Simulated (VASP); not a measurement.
# PtS2 (C2/m) in VASP: further runs, part 2 of 2

VASP 6.6.1.

### 4 Single point, PBE+U, collinear spin, ferromagnetic start

File INCAR:

```
PREC = Accurate
ENCUT = 520
EDIFF = 1E-6
ISMEAR = 0
SIGMA = 0.05
LREAL = False
LASPH = True
NELM = 100
ALGO = Fast
ISIF = 2
LWAVE = False
LCHARG = True
ISPIN = 2
MAGMOM = 0.5 0 0
LORBIT = 11
LMAXMIX = 4
LDAU = True
LDAUTYPE = 2
LDAUL = 2 -1
LDAUU = 6 0
LDAUJ = 0 0
LDAUPRINT = 1
GGA = PE
LELF = True
LVHAR = True
NBANDS = 22
```

File KPOINTS:

```
regular mesh
0
Gamma
  6 6 4
```

File POSCAR:

```
PtS2
1.0
    3.1165126000     -1.9104842100      0.0000000000
    3.1165126000      1.9104842100      0.0000000000
   -0.0030682400      0.0000000000      4.3949362900
Pt S
1 2
Direct
    0.0000000000      0.0000000000      0.0000000000
    0.6879000000      0.6879000000      0.2889000000
    0.3121000000      0.3121000000      0.7111000000
```

Potentials or basis: VASP PAW PBE potentials, release 64 (Pt, S).

On the command line:

```sh
$ cat potpaw_PBE.64/Pt/POTCAR potpaw_PBE.64/S/POTCAR > POTCAR
$ mpirun -np 1 vasp_std > vasp.out
```

OUTCAR:

```text
PREC = Accurate
   ENCUT = 520
   EDIFF = 1E-6
   ISMEAR = 0
   LREAL = False
   LASPH = True
   NELM = 100
   ISIF = 2
   ISPIN = 2
   LORBIT = 11
   GGA = PE

 ion  position               nearest neighbor table
   1  0.000  0.000  0.000-   2 2.32   3 2.32   2 2.58   2 2.58   3 2.58   3 2.58
   2  0.688  0.688  0.289-   1 2.32   1 2.58   1 2.58   3 2.77   3 2.77
   3  0.312  0.312  0.711-   1 2.32   1 2.58   1 2.58   2 2.77   2 2.77

  LATTYP: Found a base centered monoclinic cell.
 ALAT       =     6.2330252000
 B/A-ratio  =     0.6130198896
 C/A-ratio  =     0.7051050204
 COS(beta)  =    -0.0006981305

  Lattice vectors:

 A1 = (   3.1165126000,  -1.9104842100,   0.0000000000)
 A2 = (   3.1165126000,   1.9104842100,   0.0000000000)
 A3 = (  -0.0030682400,   0.0000000000,   4.3949362900)

Analysis of symmetry for initial positions (statically):
=====================================================================
 Subroutine PRICEL returns:
 Original cell was already a primitive cell.

 Routine SETGRP: Setting up the symmetry group for a
 base centered monoclinic supercell.

 Subroutine GETGRP returns: Found  4 space group operations
 (whereof  4 operations were pure point group operations)
 out of a pool of  4 trial point group operations.

The static configuration has the point symmetry C_2h.

Analysis of symmetry for dynamics (positions and initial velocities):
=====================================================================
 Subroutine PRICEL returns:
 Original cell was already a primitive cell.

 Routine SETGRP: Setting up the symmetry group for a
 base centered monoclinic supercell.

 Subroutine GETGRP returns: Found  4 space group operations
 (whereof  4 operations were pure point group operations)
 out of a pool of  4 trial point group operations.

The dynamic configuration has the point symmetry C_2h.

Analysis of structural, dynamic, and magnetic symmetry:
=====================================================================
 Subroutine PRICEL returns:
 Original cell was already a primitive cell.

 Routine SETGRP: Setting up the symmetry group for a
 base centered monoclinic supercell.

 Subroutine GETGRP returns: Found  4 space group operations
 (whereof  4 operations were pure point group operations)
 out of a pool of  4 trial point group operations.

The overall configuration has the point symmetry C_2h.

 Subroutine INISYM returns: Found  4 space group operations
 (whereof  4 operations are pure point group operations),
 and found     1 'primitive' translations

----------------------------------------------------------------------------------------

                                     Primitive cell

  volume of cell :      52.3353

  direct lattice vectors                    reciprocal lattice vectors
     3.116512600 -1.910484210  0.000000000     0.160435738 -0.261713757  0.000112005
     3.116512600  1.910484210  0.000000000     0.160435738  0.261713757  0.000112005
[... 126 lines left out ...]
  volume of cell :       52.34
 maximum number of plane-waves:      1429
   NGX = 13   NGY = 13   NGZ = 17

 number of electron      21.9999995 magnetization      -0.0075345

atom =   1  type =  1  l = 2

 onsite density matrix

spin component  1

  0.8719 -0.0936  0.0000  0.0000  0.0000
 -0.0936  0.8247  0.0000  0.0000  0.0000
  0.0000  0.0000  0.9442  0.0109 -0.0065
  0.0000  0.0000  0.0109  0.7751  0.1248
  0.0000  0.0000 -0.0065  0.1248  0.8525

spin component  2

  0.8717 -0.0938  0.0000  0.0000  0.0000
 -0.0938  0.8243  0.0000  0.0000  0.0000
  0.0000  0.0000  0.9442  0.0109 -0.0065
  0.0000  0.0000  0.0109  0.7750  0.1249
  0.0000  0.0000 -0.0065  0.1249  0.8525

 occupancies and eigenvectors

  o =  0.6824  v =  0.0000  0.0000  0.0000  0.0000  0.0000  0.0000  0.0000  0.0481 -0.8043  0.5923      0.0000  0.0000  0.0000  0.0000  0.0000  0.0000  0.0000  0.0000  0.0000  0.0000
  o =  0.6825  v =  0.0000  0.0000  0.0481 -0.8043  0.5923  0.0000  0.0000  0.0000  0.0000  0.0000      0.0000  0.0000  0.0000  0.0000  0.0000  0.0000  0.0000  0.0000  0.0000  0.0000
  o =  0.7512  v =  0.0000  0.0000  0.0000  0.0000  0.0000 -0.6145 -0.7889  0.0000  0.0000  0.0000      0.0000  0.0000  0.0000  0.0000  0.0000  0.0000  0.0000  0.0000  0.0000  0.0000
  o =  0.7517  v = -0.6147 -0.7888  0.0000  0.0000  0.0000  0.0000  0.0000  0.0000  0.0000  0.0000      0.0000  0.0000  0.0000  0.0000  0.0000  0.0000  0.0000  0.0000  0.0000  0.0000
  o =  0.9434  v =  0.0000  0.0000  0.0000  0.0000  0.0000  0.0000  0.0000  0.6607 -0.4191 -0.6227      0.0000  0.0000  0.0000  0.0000  0.0000  0.0000  0.0000  0.0000  0.0000  0.0000
  o =  0.9434  v =  0.0000  0.0000  0.6576 -0.4208 -0.6248  0.0000  0.0000  0.0000  0.0000  0.0000      0.0000  0.0000  0.0000  0.0000  0.0000  0.0000  0.0000  0.0000  0.0000  0.0000
  o =  0.9448  v =  0.0000  0.0000  0.0000  0.0000  0.0000 -0.7889  0.6145  0.0000  0.0000  0.0000      0.0000  0.0000  0.0000  0.0000  0.0000  0.0000  0.0000  0.0000  0.0000  0.0000
  o =  0.9448  v = -0.7888  0.6147  0.0000  0.0000  0.0000  0.0000  0.0000  0.0000  0.0000  0.0000      0.0000  0.0000  0.0000  0.0000  0.0000  0.0000  0.0000  0.0000  0.0000  0.0000
  o =  0.9458  v =  0.0000  0.0000  0.0000  0.0000  0.0000  0.0000  0.0000 -0.7491 -0.4213 -0.5112      0.0000  0.0000  0.0000  0.0000  0.0000  0.0000  0.0000  0.0000  0.0000  0.0000
  o =  0.9459  v =  0.0000  0.0000 -0.7518 -0.4196 -0.5087  0.0000  0.0000  0.0000  0.0000  0.0000      0.0000  0.0000  0.0000  0.0000  0.0000  0.0000  0.0000  0.0000  0.0000  0.0000

 number of electron      21.9999995 magnetization       0.0006348

 Free energy of the ion-electron system (eV)
  ---------------------------------------------------
  ext. energy  EPLUGINS =         0.00000000
  ---------------------------------------------------
  free energy    TOTEN  =       -10.86626544 eV

  energy without entropy =      -10.86476525  energy(sigma->0) =      -10.86551535

 E-fermi :   6.9902     XC(G=0): -11.0576

 val. band max:        6.9714794675   @ k =   0.3333   0.3333   0.5000
 cond. band min:       7.0013406247   @ k =   0.3333   0.1667   0.0000
 fundamental gap:      0.0298611571
 Fermi energy:         6.9901718990

 spin component 1

 k-point     1 :       0.0000    0.0000    0.0000
  band No.  band energies     occupation
      1      -8.1402      1.00000
      2      -4.4061      1.00000
      3      -0.2514      1.00000
      4       0.4979      1.00000
      5       0.8418      1.00000
      6       2.4006      1.00000
[... 1193 lines left out ...]
     21      19.8252      0.00000
     22      21.1387      0.00000

 [... further k-points ...]

------------------------ aborting loop because EDIFF is reached ----------------------------------------

  FORCE on cell =-STRESS in cart. coord.  units (eV):
  Direction    XX          YY          ZZ          XY          YZ          ZX
  --------------------------------------------------------------------------------------
  -------------------------------------------------------------------------------------
  Total       -1.2610753     -5.0108827     -1.0448496      0.0000000      0.0000000     -2.0222125
  in kB      -38.6061655   -153.4016031    -31.9867013      0.0000000      0.0000000    -61.9073838
  external PRESSURE =     -74.6648233 kB  Pullay stress =       0.0000000 kB

 VOLUME and BASIS-vectors are now :
 -----------------------------------------------------------------------------
  energy-cutoff  :      520.00
  volume of cell :       52.34
      direct lattice vectors                 reciprocal lattice vectors
     3.116512600 -1.910484210  0.000000000     0.160435738 -0.261713757  0.000112005
     3.116512600  1.910484210  0.000000000     0.160435738  0.261713757  0.000112005
    -0.003068240  0.000000000  4.394936290     0.000000000  0.000000000  0.227534584

 POSITION                                       TOTAL-FORCE (eV/Angst)
 -----------------------------------------------------------------------------------
      0.00000      0.00000      0.00000        -0.000000      0.000000      0.000000
      4.28681      0.00000      1.26970        -0.723962      0.000000     -1.028642
      1.94315      0.00000      3.12524         0.723962      0.000000      1.028642
 -----------------------------------------------------------------------------------
    total drift:                               -0.000000     -0.000000      0.000000

  FREE ENERGIE OF THE ION-ELECTRON SYSTEM (eV)
  ---------------------------------------------------
  free  energy   TOTEN  =       -10.8662654416 eV

  energy  without entropy=      -10.8647652532  energy(sigma->0) =      -10.86551535

 total charge

# of ion       s       p       d       tot
------------------------------------------
    1        0.609   0.581   8.470   9.659
    2        1.382   2.177   0.000   3.559
    3        1.382   2.177   0.000   3.559
--------------------------------------------------
tot          3.373   4.936   8.470  16.778

 magnetization (x)

# of ion       s       p       d       tot
------------------------------------------
    1        0.000  -0.000   0.001   0.001
    2       -0.000  -0.000   0.000  -0.000
    3       -0.000  -0.000   0.000  -0.000
--------------------------------------------------
tot          0.000  -0.000   0.001   0.000
```

stdout:

```text
POSCAR found type information on POSCAR PtS
 POSCAR found :  2 types and       3 ions
 scaLAPACK will be used
 LDA part: xc-table for (Slater+PW92), standard interpolation
 POSCAR, INCAR and KPOINTS ok, starting setup
 FFT: planning ... GRIDC
 FFT: planning ... GRID_SOFT
 FFT: planning ... GRID
 WAVECAR not read
 entering main loop
```

Wall time 91 s (1 thread of Intel Xeon Platinum 8259CL at 2.50GHz (Skylake/Cascade Lake), shared host); peak memory 0.24 GiB.

What came out:

```
Free energy                                           : -10.8663 eV
Pressure                                              : -7.5 GPa
Largest force                                         : 1.258 eV/Å
Band gap on the k mesh                                : none (metal or under the smearing width)
Net moment                                            : 0.00 μB per cell
Valence electrons inside the program's atomic spheres : Pt 9.66; S 3.56
```

Forces in eV/Å, atoms in the order of the input:
```
Pt   0.000  0.000  0.000
S   -0.724  0.000 -1.029
S    0.724  0.000  1.029
```

Eigenvalues of the final occupation matrices:
```tsv
site	spin	trace	eigenvalues
site 1 d	1	4.27	0.68 0.75 0.94 0.94 0.95
site 1 d	2	4.27	0.68 0.75 0.94 0.94 0.95
```

Caveat: forces of over 1 eV/Å show positions far from the minimum, so gaps and moduli don't describe the material at rest. The state reached can hang on the start; a lower one may exist.

### 5 Single point, PBE+U, collinear spin, ferromagnetic start

File INCAR:

```
PREC = Accurate ; ENCUT = 520
EDIFF = 1E-7 ; ISMEAR = 0
SIGMA = 0.05 ; LREAL = False
LASPH = True ; NELM = 60
ALGO = Normal ; ISIF = 2
LWAVE = False ; LCHARG = False
ISPIN = 2 ; MAGMOM = 0.5 0 0
LORBIT = 11 ; LMAXMIX = 4
LDAU = True ; LDAUTYPE = 2
LDAUL = 2 -1 ; LDAUU = 6 0
LDAUJ = 0 0 ; LDAUPRINT = 1
GGA = PE ; NBANDS = 22
```

File KPOINTS:

```
Automatic mesh
0
Gamma
  6 6 4
```

POSCAR is that of step 4.

On the command line:

```sh
$ cat potpaw_PBE.64/Pt/POTCAR potpaw_PBE.64/S/POTCAR > POTCAR
$ mpirun -np 1 vasp_std > vasp.out
```

Run time: 90 s. Hardware: 1 thread of Intel Xeon Platinum 8259CL at 2.50GHz (Skylake/Cascade Lake), shared host; peak memory 0.24 GiB.

Results (log left out):

| Property | Result |
| --- | --- |
| Free energy | -10.8663 eV |
| Pressure | -7.5 GPa |
| Largest force | 1.258 eV/Å |
| Band gap on the k mesh | none (metal or under the smearing width) |
| Net moment | 0.00 μB per cell |
| Valence electrons inside the program's atomic spheres | Pt 9.66; S 3.56 |

Forces on the atoms (eV/Å):
```
Pt   0.000  0.000  0.000
S   -0.724  0.000 -1.028
S    0.724  0.000  1.028
```

Stress tensor (GPa, compression positive):
```
 -3.86   0.00  -6.19
  0.00 -15.34   0.00
 -6.19   0.00  -3.20
```

Levels at points of the mesh, in eV from the Fermi level:
Spin up:
```csv
k point,band 7,band 8,band 9,band 10,band 11,band 12,band 13,band 14,band 15,band 16
"(0.00, 0.00, 0.00)",-4.37,-2.70,-1.23,-0.43,-0.06,0.58,1.16,4.23,5.10,6.98
"(0.50, 0.00, 0.00)",-3.84,-3.65,-3.44,-2.75,-2.49,0.37,2.74,6.28,7.67,7.94
"(0.50, 0.50, 0.00)",-4.17,-4.07,-3.76,-2.60,-2.34,1.35,2.28,5.57,6.74,6.82
"(0.00, 0.00, 0.50)",-4.51,-2.58,-2.32,-1.72,-1.70,2.21,2.54,6.33,7.29,7.50
"(0.50, 0.00, 0.50)",-4.25,-3.56,-3.34,-1.92,-0.17,0.37,2.00,5.32,5.60,8.85
"(0.50, 0.50, 0.50)",-4.33,-4.18,-3.24,-2.08,-1.39,-0.25,1.61,6.38,6.42,9.48
```
Spin down:
```csv
k point,band 7,band 8,band 9,band 10,band 11,band 12,band 13,band 14,band 15,band 16
"(0.00, 0.00, 0.00)",-4.37,-2.70,-1.23,-0.43,-0.06,0.58,1.16,4.23,5.10,6.98
"(0.50, 0.00, 0.00)",-3.84,-3.65,-3.44,-2.75,-2.49,0.37,2.74,6.28,7.67,7.94
"(0.50, 0.50, 0.00)",-4.17,-4.07,-3.76,-2.60,-2.34,1.35,2.28,5.57,6.74,6.82
"(0.00, 0.00, 0.50)",-4.51,-2.58,-2.32,-1.72,-1.70,2.21,2.54,6.33,7.29,7.50
"(0.50, 0.00, 0.50)",-4.25,-3.56,-3.34,-1.92,-0.17,0.37,2.00,5.32,5.60,8.85
"(0.50, 0.50, 0.50)",-4.33,-4.18,-3.24,-2.08,-1.39,-0.25,1.61,6.38,6.42,9.48
```

Eigenvalues of the final occupation matrices:
```tsv
site	spin	trace	eigenvalues
site 1 d	1	4.27	0.68 0.75 0.94 0.94 0.95
site 1 d	2	4.27	0.68 0.75 0.94 0.94 0.95
```

Caveat: forces of over 1 eV/Å show positions far from the minimum, so gaps and moduli don't describe the material at rest. The state reached can hang on the start; a lower one may exist.

### 6 Single point, PBE+U, collinear spin, ferromagnetic start

File INCAR:

```
SYSTEM = PtS2
ALGO = Fast ; EDIFF = 1E-6
ENCUT = 520 ; GGA = PE
ISIF = 2 ; ISMEAR = 0
ISPIN = 2 ; LASPH = .True.
LCHARG = .False. ; LDAU = .True.
LDAUJ = 0 0 ; LDAUL = 2 -1
LDAUPRINT = 1 ; LDAUTYPE = 2
LDAUU = 6 0 ; LMAXMIX = 4
LORBIT = 11 ; LREAL = .False.
LWAVE = .False. ; MAGMOM = 0.5 0 0
NELM = 80 ; PREC = Accurate
SIGMA = 0.05
```

File KPOINTS:

```
k-points
0
Gamma
  6 6 4
  0 0 0
```

POSCAR is that of step 5.

Potentials or basis: VASP PAW PBE potentials, release 64 (Pt, S).

On the command line:

```sh
$ cat potpaw_PBE.64/Pt/POTCAR potpaw_PBE.64/S/POTCAR > POTCAR
$ mpirun -np 1 vasp_std > vasp.out
```

Wall time 71 s (1 thread of Intel Xeon Platinum 8259CL at 2.50GHz (Skylake/Cascade Lake), shared host); peak memory 0.22 GiB.

It converged, with:

```yaml
Free_energy: -10.8663 eV
Pressure: -7.5 GPa
Largest_force: 1.258 eV/Å
Band_gap_on_the_k_mesh: none (metal or under the smearing width)
Net_moment: 0.00 μB per cell
Valence_electrons_inside_the_program's_atomic_spheres: Pt 9.66; S 3.56
```

Forces on the atoms (eV/Å):
```
Pt   0.000  0.000  0.000
S   -0.724  0.000 -1.028
S    0.724  0.000  1.028
```

Stress tensor (GPa, compression positive):
```
 -3.86   0.00  -6.19
  0.00 -15.34   0.00
 -6.19   0.00  -3.20
```

Levels at points of the mesh, in eV from the Fermi level:
Spin up:
| k point | band 7 | band 8 | band 9 | band 10 | band 11 | band 12 | band 13 | band 14 | band 15 |
| --- | --- | --- | --- | --- | --- | --- | --- | --- | --- |
| (0.00, 0.00, 0.00) | -4.38 | -2.70 | -1.23 | -0.43 | -0.06 | 0.58 | 1.16 | 4.23 | 5.10 |
| (0.50, 0.00, 0.00) | -3.84 | -3.65 | -3.44 | -2.75 | -2.49 | 0.37 | 2.74 | 6.28 | 7.68 |
| (0.50, 0.50, 0.00) | -4.17 | -4.07 | -3.76 | -2.60 | -2.34 | 1.35 | 2.28 | 5.57 | 6.74 |
| (0.00, 0.00, 0.50) | -4.51 | -2.58 | -2.32 | -1.72 | -1.70 | 2.21 | 2.54 | 6.33 | 7.29 |
| (0.50, 0.00, 0.50) | -4.25 | -3.56 | -3.34 | -1.92 | -0.17 | 0.37 | 2.00 | 5.32 | 5.60 |
| (0.50, 0.50, 0.50) | -4.33 | -4.18 | -3.24 | -2.08 | -1.39 | -0.25 | 1.61 | 6.38 | 6.43 |
Spin down:
```
           k point  band 7  band 8  band 9  band 10  band 11  band 12  band 13  band 14  band 15
(0.00, 0.00, 0.00)   -4.37   -2.70   -1.23    -0.43    -0.06     0.58     1.16     4.23     5.10
(0.50, 0.00, 0.00)   -3.84   -3.65   -3.44    -2.75    -2.49     0.37     2.74     6.28     7.67
(0.50, 0.50, 0.00)   -4.17   -4.07   -3.76    -2.60    -2.34     1.35     2.28     5.57     6.74
(0.00, 0.00, 0.50)   -4.51   -2.58   -2.32    -1.72    -1.70     2.21     2.54     6.33     7.29
(0.50, 0.00, 0.50)   -4.25   -3.56   -3.33    -1.92    -0.17     0.37     2.01     5.32     5.60
(0.50, 0.50, 0.50)   -4.33   -4.18   -3.24    -2.08    -1.39    -0.25     1.61     6.38     6.43
```

Eigenvalues of the final occupation matrices:
```csv
site,spin,trace,eigenvalues
site 1 d,1,4.27,0.68 0.75 0.94 0.94 0.95
site 1 d,2,4.27,0.68 0.75 0.94 0.94 0.95
```

Caveat: forces of over 1 eV/Å show positions far from the minimum, so gaps and moduli don't describe the material at rest.

### 7 Overview

| spin | U | fixed moment (μB) | further INCAR settings | gap on the mesh (eV) | pressure (GPa) | moment (μB) | largest force (eV/Å) |
| --- | --- | --- | --- | --- | --- | --- | --- |
| collinear, random start | Pt d U = 2 eV | - | ALGO = Normal; EDIFF = 1e-06 | none | -5.2 | 0.00 | 1.43 |
| collinear, ferromagnetic start | Pt d U = 2 eV | 1 | ALGO = Fast; EDIFF = 1e-06 | - | -3.0 | 1.00 | 0.96 |
| collinear, ferromagnetic start | Pt d U = 6 eV | - | ALGO = Fast; EDIFF = 1e-06 | none | -7.5 | 0.00 | 1.26 |

Alike in all rows: task single point; level PBE+U; potentials or basis VASP PAW PBE potentials, release 64 (Pt, S); cell as given; k mesh 6 × 6 × 4; cutoff (eV) 520; smearing gaussian 0.05 eV.

Caveats: forces of over 1 eV/Å show positions far from the minimum, so gaps and moduli don't describe the material at rest (some runs); the total moment is fixed, so each spin has its own Fermi level (some runs).

Absolute energies hang on the potentials; compare differences alone.
